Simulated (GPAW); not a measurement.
# InSe (R3m) in GPAW: a series of runs

One crystal, InSe, is run at these levels: LDA, TB-mBJ; tasks: equation of state, single point.

All numbers are computed with GPAW 26.7.0; they aren't measurements. Logs are shortened: lines on timing, memory, paths and dates and some standing lists are left out, and cuts for length are marked. The log counts tension as positive stress, the text compression.

**What was measured.**

From “The Interaction of Hydrogen with the van der Waals Crystal γ-InSe”, 2020, pmc:7321205, for a bulk crystal of InSe at 300 K: band gap 1.25 eV.

The runs below are set against these values where they give the same quantity.

## 1. The crystal as given

The structure is trigonal, space group R3m (No. 160). Conventional cell: a = 4.000 Å, b = 4.000 Å, c = 25.320 Å, α = 90.00°, β = 90.00°, γ = 120.00°. In (site symmetry 3m) has 3 Se at 2.63 Å and 1 In at 2.82 Å as nearest neighbours. Around In (site symmetry 3m) lie 3 Se at 2.64 Å and 1 In at 2.82 Å. Se (site symmetry 3m) is surrounded by 3 In at 2.63 Å. Se (site symmetry 3m) is surrounded by 3 In at 2.64 Å.

## 2. Equation of state, LDA

run.py reads:

```python
from ase import Atoms
from ase.eos import EquationOfState
from ase.io import Trajectory
from ase.units import GPa
from ase.parallel import parprint
from gpaw import GPAW, PW

atoms = Atoms(['In', 'In', 'Se', 'Se'],
              cell=[[2.0, 1.1547005384, 8.44],
                    [-2.0, 1.1547005384, 8.44],
                    [0.0, -2.3094010768, 8.44]],
              scaled_positions=[[0.8886, 0.8886, 0.8886],
                                [0.0, 0.0, 0.0],
                                [0.1719, 0.1719, 0.1719],
                                [0.3835, 0.3835, 0.3835]],
              pbc=True)

traj = Trajectory('eos.traj', 'w')
volumes, energies = [], []
for x in [0.94, 0.96, 0.98, 1.0, 1.02, 1.04, 1.06]:
    a = atoms.copy()
    a.set_cell(atoms.cell * x**(1 / 3), scale_atoms=True)
    calc = GPAW(mode=PW(600),
                xc='LDA',
                kpts={'size': (5, 5, 5), 'gamma': True},
                occupations={'name': 'fermi-dirac', 'width': 0.05},
                nbands=32,
                convergence={'density': 1e-05, 'energy': 1e-05},
                maxiter=150,
                txt=f'eos-{x:.2f}.txt')
    a.calc = calc
    energies.append(a.get_potential_energy(force_consistent=True))
    volumes.append(a.get_volume())
    p = -a.get_stress()[:3].mean() / GPa
    calc.write(f'eos-{x:.2f}.gpw')
    traj.write(a)
    parprint(f'{x:.2f} {volumes[-1]:10.4f} A^3 {energies[-1]:14.6f} eV {p:9.3f} GPa', flush=True)

v0, e0, B = EquationOfState(volumes, energies, eos='birchmurnaghan').fit()
parprint(f'V0 = {v0:.4f} A^3, E0 = {e0:.6f} eV, B0 = {B / GPa:.2f} GPa')
```

Potentials or basis: the program's PAW data sets (release 1.2.1) made for this functional, pw.

Started as:

```bash
$ OMP_NUM_THREADS=1 mpirun -n 4 gpaw python run.py
```

Standard output:

```text
__  _  _
 | _ |_)|_||  |
 |__||  | ||/\| - 26.7.0

Input parameters:
  mode=PW(ecut=600.0),
  convergence={'density': 1e-05, 'energy': 1e-05},
  kpts=MonkhorstPack(size=(5, 5, 5), gamma=True),
  maxiter=150,
  nbands=32,
  occupations=Occupations(name='fermi-dirac', width=0.05),
  xc=XC(name='LDA')

Diagonalizing LCAO Hamiltonian
Converting LCAO to pw mode

       In

       Se

       Se

       In

Atoms  # Å, Bohr magnetons
|   | symbol |        x |         y |         z |    initial magnetic moments |
|---|--------|----------|-----------|-----------|-----------------------------|
| 0 |     In | 0.000000 | -0.000000 | 22.195269 | ( 0.0000,  0.0000,  0.0000) |
| 1 |     In | 0.000000 |  0.000000 |  0.000000 | ( 0.0000,  0.0000,  0.0000) |
| 2 |     Se | 0.000000 | -0.000000 |  4.293683 | ( 0.0000,  0.0000,  0.0000) |
| 3 |     Se | 0.000000 | -0.000000 |  9.578985 | ( 0.0000,  0.0000,  0.0000) |

Unit cell  # Å
| periodic |         x |         y |        z |  lengths |    angles |
|----------|-----------|-----------|----------|----------|-----------|
|      yes |  1.972970 |  1.139095 | 8.325932 | 8.631992 | 26.425182 |
|      yes | -1.972970 |  1.139095 | 8.325932 | 8.631992 | 26.425182 |
|      yes |  0.000000 | -2.278189 | 8.325932 | 8.631992 | 26.425182 |

Number of symmetries: 6
Symmetry operations  # r_c * U_cc + t_c -> r_c
|   | kind |            matrix            |
|---|------|------------------------------|
| 0 |  E   |  1, 0, 0,  0, 1, 0,  0, 0, 1 |
| 1 |  σ   |  1, 0, 0,  0, 0, 1,  0, 1, 0 |
| 2 |  σ   |  0, 1, 0,  1, 0, 0,  0, 0, 1 |
| 3 |  C3  |  0, 1, 0,  0, 0, 1,  1, 0, 0 |
| 4 |  C3  |  0, 0, 1,  1, 0, 0,  0, 1, 0 |
| 5 |  σ   |  0, 0, 1,  0, 1, 0,  1, 0, 0 |

BZ-sampling:
  Number of BZ points: 125
  Number of IBZ points: 19

  Monkhorst-Pack size: [5, 5, 5]
  Monkhorst-Pack shift: [0, 0, 0]

K-points  # in reciprocal-cell coordinates
|     |                                coordinates |     weight |
|-----|--------------------------------------------|------------|
|   0 | (  0.00000000,   0.00000000,   0.00000000) | 0.00800000 |
|   1 | (  0.20000000,   0.00000000,  -0.20000000) | 0.04800000 |
|   2 | (  0.20000000,   0.00000000,   0.00000000) | 0.04800000 |
|   3 | (  0.20000000,   0.20000000,  -0.20000000) | 0.04800000 |
|   4 | (  0.20000000,   0.20000000,   0.00000000) | 0.04800000 |
|   5 | (  0.20000000,   0.20000000,   0.20000000) | 0.01600000 |
|   6 | (  0.40000000,  -0.20000000,  -0.20000000) | 0.04800000 |
|   7 | (  0.40000000,   0.00000000,  -0.40000000) | 0.04800000 |
|   8 | (  0.40000000,   0.00000000,  -0.20000000) | 0.09600000 |
|   9 | (  0.40000000,   0.00000000,   0.00000000) | 0.04800000 |
| ... |                                            |            |
|  18 | (  0.40000000,   0.40000000,   0.40000000) | 0.01600000 |

Plane wave coefficients: 3765
Cutoff: 600.0 eV

Spin-components: 1 (collinear spins)
Bands:           32
Projectors:      22
Spin-degeneracy: 2
Datatype:        complex128

Parallelization:
  kpt:    4
  domain: 1
  band:   1

Density:
  Valence electrons: 38.0
  Components: 1
  Grid points: [49 49 49]
  Charge: 0.0  # |e|

Potential:
  Grid points: [49 49 49]

species:
  In:
    name:    Indium
    Z:       49.0
    valence: 13
    core:    36
    charge:  0.0  # [|e|]
    compensation charges:
      type: gauss
      rc: 0.36  # [Å]
      lmax: 2
    cutoffs:
      filter: 2.09  # [Å]
      core: 2.48  # [Å]
    projectors
    | kind |    occ | energy [eV] | rcut [Å] |
    |------|--------|-------------|----------|
    |   5s |  2.000 |      -8.474 |    1.185 |
    |   5p |  1.000 |      -2.700 |    1.244 |
    |   4d | 10.000 |     -18.723 |    1.148 |
    |    s |        |      18.738 |    1.185 |
    |    p |        |      24.512 |    1.244 |
    |    d |        |       8.489 |    1.148 |

    Using partial waves for In as LCAO basis

  Se:
    name:    Selenium
    Z:       34.0
    valence: 6
    core:    28
    charge:  0.0  # [|e|]
    compensation charges:
      type: gauss
      rc: 0.27  # [Å]
      lmax: 2
    cutoffs:
      filter: 1.77  # [Å]
      core: 2.67  # [Å]
    projectors
    | kind |    occ | energy [eV] | rcut [Å] |
    |------|--------|-------------|----------|
    |   4s |  2.000 |     -17.472 |    0.847 |
    |   4p |  4.000 |      -6.656 |    1.005 |
    |    s |        |       9.739 |    0.847 |
    |    p |        |      20.555 |    1.005 |
    |    d |        |       0.000 |    0.847 |

    Using partial waves for Se as LCAO basis

Reference energy: -451702.928124  # eV

eigensolver:
  PPCG
  Converge bands: occupied
  niter=2

density mixing:
  MSR1-Mixer
  Pratt-step length: 0.05
  Maximum mixing coefficient: 0.75
  Old densities: 10
  SVD Regularization: 0.005
  Good broyden scale: 1.0
  Trust region scale: 1.0
  Backstep threshold: 4.0
  History deletion threshold: 6.0
  Fourier metric: weight=20.0, sigma=0.015

occupation numbers:
  Fermi-Dirac:
    width: 0.0500  # eV

poisson solver:
  ecut: 4800.0  # eV

xc functional:
  name: None

convergence criteria:
- Maximum integral of absolute [dens]ity change: 1e-05 electrons / valence electron
- Maximum [total energy] change in last 3 cyles: 1e-05 eV / valence electron
- Maximum integral of absolute [eigenst]ate change: 4e-08 eV^2 / valence electron
maximum number of iterations: 150

SCF iterations
|iter     | |      energy | eigst |  dens |
|---------|-|-------------|-------|-------|
|iter:   1| |  -17.525166 | -0.26 |       |
|iter:   2| |  -17.441247 | -2.16 | -1.25 |
|iter:   3| |  -17.169859 | -2.00 | -1.30 |
|iter:   4| |  -17.128940 | -2.95 | -1.70 |
|iter:   5| |  -17.126674 | -3.72 | -2.20 |
|iter:   6| |  -17.125721 | -4.42 | -2.54 |
|iter:   7| |  -17.125728 | -5.55 | -3.27 |
|iter:   8| |  -17.125729c| -6.81 | -3.94 |
|iter:   9| |  -17.125729c| -7.74c| -4.62 |
|iter:  10| |  -17.125729c| -7.97c| -4.94 |
|iter:  11| |  -17.125729c| -8.47c| -5.53c|

Converged in 11 steps
Energy contributions relative to reference atoms: (reference = -451702.928124)

Energy contributions:
  Kinetic:          44.513473
  Coulomb:         -41.434887
  Zero:              0.240995
  External:          0.000000
  Xc:              -20.445307
  Entropy:          -0.000004
  Spinorbit:         0.000000
  ----------------------------
  Free energy:     -17.125730
  Extrapolated:    -17.125729

dipole moment: (0.000000, 0.000000, -67.773725)  # |e|*Ang

Fermi level: 5.001
Eigenvalues  # (at kpt = [0.000, 0.000, 0.000])
| band index |      eig [eV] | occ [0-2] |
|------------|---------------|-----------|
|          0 |        -9.922 |     2.000 |
|        ... |               |           |
|         11 |        -8.533 |     2.000 |
|         12 |        -1.731 |     2.000 |
|         13 |         1.302 |     2.000 |
|         14 |         3.159 |     2.000 |
|         15 |         3.484 |     2.000 |
|         16 |         3.484 |     2.000 |
[... 8 lines left out ...]
|         25 |        10.263 |     0.000 |
|         26 |        12.383 |     0.000 |
|        ... |               |           |
|         31 |        14.718 |     0.000 |

Gap: 0.947 eV
Transition (v -> c):
  (s=0, k=18, n=18, [0.40, 0.40, 0.40]) -> (s=0, k=18, n=19, [0.40, 0.40, 0.40])
No difference between direct/indirect transitions

Stress tensor  # eV/Ang^3
|         x |         y |         z |
|-----------|-----------|-----------|
| -0.006735 |  0.000000 |  0.000000 |
|  0.000000 | -0.006735 | -0.000000 |
|  0.000000 |  0.000000 |  0.004236 |

# Writing to eos-0.96.gpw (mode='')
```

Run time: 4.6 min. Hardware: 4 MPI ranks of Intel Xeon Platinum 8259CL at 2.50GHz (Skylake/Cascade Lake), shared host; peak memory 0.71 GiB.

What came out:

| Item | Value |
| --- | --- |
| Equilibrium volume | 28.33 Å³/atom |
| Bulk modulus at fixed shape and positions | 55 GPa |
| Pressure derivative of the bulk modulus | 4.8 |

Energy against volume, from the lowest point:
```
volume (Å³/atom)  energy (meV/atom)
          27.483               4.21
          28.068               0.00
          28.652               0.19
          29.237               4.29
          29.822              11.86
          30.406              22.50
          30.991              35.87
```

Caveat: the k mesh is coarse (spacing up to 0.37 Å⁻¹), so the values aren't converged; the cell was scaled at fixed shape and fractional positions, which overstates the stiffness of a crystal with free parameters, most of all of layers and chains; the program warned that so skewed a cell can give wrong results.

## 3. Single point, TB-mBJ

run.py reads:

```python
from ase import Atoms
from ase.dft.bandgap import bandgap
from ase.io import write
from ase.parallel import parprint
from gpaw import GPAW, PW

atoms = Atoms(['In', 'In', 'Se', 'Se'],
              cell=[[2.0, 1.1547005384, 8.44],
                    [-2.0, 1.1547005384, 8.44],
                    [0.0, -2.3094010768, 8.44]],
              scaled_positions=[[0.8886, 0.8886, 0.8886],
                                [0.0, 0.0, 0.0],
                                [0.1719, 0.1719, 0.1719],
                                [0.3835, 0.3835, 0.3835]],
              pbc=True)

calc = GPAW(mode=PW(600),
            xc='TB09',
            kpts={'size': (6, 6, 6), 'gamma': True},
            occupations={'name': 'fermi-dirac', 'width': 0.05},
            nbands=32,
            convergence={'density': 1e-05, 'energy': 1e-05},
            eigensolver='cg',
            maxiter=150,
            txt='gpaw.txt')
atoms.calc = calc
energy = atoms.get_potential_energy()
calc.write('gs.gpw')
write('result.traj', atoms)
parprint('Fermi level:', round(calc.get_fermi_level(), 4), 'eV')
parprint(f'Gap: {bandgap(calc)[0]:.4f} eV, direct: {bandgap(calc, direct=True)[0]:.4f} eV')
```

Potentials or basis: GPAW PAW data sets for LDA (gpaw-data 1.2.1), pw.

Started as:

```bash
$ OMP_NUM_THREADS=1 mpirun -n 4 gpaw python run.py
```

It took 1.7 min on 4 MPI ranks of Intel Xeon 6975P-C (Granite Rapids), shared host; peak memory 0.53 GiB.

The run converged. Its results:

| Item | Value |
| --- | --- |
| Band gap on the k mesh | 1.24 eV, direct |

Levels at points of the mesh, in eV from the valence-band top:
```csv
k point,band 15,band 16,band 17,band 18,band 19,band 20,band 21,band 22,band 23,band 24
"(0.00, 0.00, 0.00)",-1.39,-1.39,-1.32,-1.30,-1.30,2.23,2.84,4.79,4.79,5.66
"(0.50, 0.00, 0.00)",-3.31,-2.36,-2.28,-2.26,-1.55,1.71,2.48,4.15,4.40,5.13
"(0.50, 0.50, 0.00)",-3.07,-2.58,-2.50,-2.10,-1.39,1.79,2.40,3.84,4.05,4.75
"(0.50, 0.50, 0.50)",-1.45,-1.45,-1.23,-1.23,0.00,1.24,2.84,4.71,4.71,6.03
```

Caveat: a model potential gives levels but no total energy; the PAW data sets were made with another functional, which shifts forces and pressure a little; spin-orbit coupling is left out, which moves the levels of the heavy elements.

## 4. Against experiment

Step 3. Against the measured gap of InSe, 1.25 eV (300 K; “The Interaction of Hydrogen with the van der Waals Crystal γ-InSe”, 2020, pmc:7321205), the calculated 1.24 eV is off by -0.01 eV. Spin-orbit coupling on In, Se is left out. The value is that of TB-mBJ on a finite k mesh, which can miss the band edges, without temperature or zero-point motion.
